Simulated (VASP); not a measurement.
Input of a VASP 6.6.1 run:

File INCAR:

```
SYSTEM = CdF2
  PREC = Accurate
  ENCUT = 520
  EDIFF = 1E-6
  ISMEAR = 0
  SIGMA = 0.05
  LREAL = .False.
  LASPH = .True.
  NELM = 100
  ALGO = Normal
  ISIF = 2
  LWAVE = .False.
  LCHARG = .True.
  GGA = PS
  LELF = .True.
  LVHAR = .True.
  NBANDS = 20
```

The input KPOINTS:

```
Automatic mesh
0
Gamma
  8 8 8
  0 0 0
```

File POSCAR:

```
CdF2
1.0
    0.0000000000      2.7991683369      2.6891610212
    2.7991683369      0.0000000000      2.6891610212
    2.7991683369      2.7991683369      0.0000000000
Cd F
1 2
Direct
    0.0000000000      0.0000000000      0.0000000000
    0.2500000000      0.2500000000      0.2500000000
    0.7500000000      0.7500000000      0.7500000000
```

Potentials or basis: VASP PAW PBE potentials, release 64 (Cd, F).

Launch:

```sh
$ cat potpaw_PBE.64/Cd/POTCAR potpaw_PBE.64/F/POTCAR > POTCAR
$ mpirun -np 1 vasp_std > vasp.out
```

Question: What does it give for the band gap on the k mesh?

Answer: 2.59 eV, indirect (least direct gap 3.18 eV).

Question: Predict the pressure.

Answer: -6.5 GPa.

Stress tensor (GPa, compression positive):
```
-7.84  0.00  0.00
 0.00 -7.84  0.00
 0.00  0.00 -3.67
```

Caveat: the PAW data sets were made with another functional, which shifts forces and pressure a little. A k mesh can miss the band edges.
